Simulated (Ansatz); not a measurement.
# Strontium, beta-Sn type under RPBE: ground state and equation of state

Aim: take strontium in the beta-Sn type structure, relax it, solve it on a dense k-mesh, then scale the cell to 7 volumes from 88 to 112 % of the relaxed one and try a fit of the equation of state. Spin polarisation is left out. The k-meshes are 9×9×6 for the relaxation; 14×14×10 for the dense run; 14×14×10 for the volumes.

Computed with Ansatz 0.2.0 (DFT RPBE, plane waves (420 eV) with PAW, scalar-relativistic; PBE-made PAW files, unless a step says otherwise).

### 1 The structure to begin with

The structure is tetragonal, space group I4_1/amd (No. 141). The conventional cell has a = 7.567 Å, b = 7.567 Å, c = 4.131 Å, α = 90.00°, β = 90.00°, γ = 90.00°. Sr (site symmetry -4m2) has 6 Sr at 3.92 to 4.13 Å as nearest neighbours.

As a file:

```
Sr
1.0
    -3.78333    3.78333    2.06570
     3.78333   -3.78333    2.06570
     3.78333    3.78333   -2.06570
Sr
2
Direct
  0.00000 0.00000 0.00000
  0.75000 0.25000 0.50000
```

### 2 Relaxing cell and atoms

Input file input.yaml:

```yaml
crystal:
  lattice:
    - [-3.7833343812, 3.7833343812, 2.0657005722]
    - [3.7833343812, -3.7833343812, 2.0657005722]
    - [3.7833343812, 3.7833343812, -2.0657005722]
  atoms:
    - { symbol: Sr, position: [0.0, 0.0, 0.0] }
    - { symbol: Sr, position: [0.75, 0.25, 0.5] }
hamiltonian:
  xc: rpbe
  pseudopotentials:
    kind: paw
    azcp:
      Sr: "pseudopotentials/Sr.paw.azcp"
basis:
  ecutwfc: 420
  fft_grid_basis: typed
kpoints:
  mp_grid: { grid: [9, 9, 6], shift: [0, 0, 0] }
magnetization:
  spin_polarized: false
scf:
  occupations: { method: fermi_dirac, width: 0.1 }
relax:
  max_steps: 60
  f_tol: 0.01
  cell: {}
```

The runs that follow: Dense single point; The cell scaled to 88 % of its volume; The cell scaled to 92 % of its volume; The cell scaled to 96 % of its volume; The cell scaled to 100 % of its volume; The cell scaled to 104 % of its volume; The cell scaled to 108 % of its volume; The cell scaled to 112 % of its volume.

Q: Predict the outcome of this session. Wanted: space group; conventional cell; volume; shortest distance; gap on the mesh; relative to fcc; V₀, B₀, B₀′.

**Answer**, as computed:

| quantity | value |
| --- | --- |
| space group (spins left aside) | I4_1/amd (No. 141) |
| conventional cell | a = 7.644 Å, c = 4.114 Å (c/a = 0.538) |
| volume | 60.110 Å³/atom |
| shortest distance | 3.958 Å |
| gap on the mesh | none (levels filled in part) |
| relative to fcc | +257 meV/atom |
| V₀, B₀, B₀′ | 60.024 Å³/atom, 7.5 GPa, 2.8 |

**Reading.** The relaxation enlarged the cell by 1.6 % in volume. Against the reference form of strontium (fcc, computed apart with the same settings) it stands 257 meV/atom higher. Levels at the Fermi energy are filled in part, as in a metal. B₀ comes out at 7.5 GPa, a soft solid; letting shape and positions relax at each volume could only lower it. Relaxation kept the symmetry; phonons were not checked.
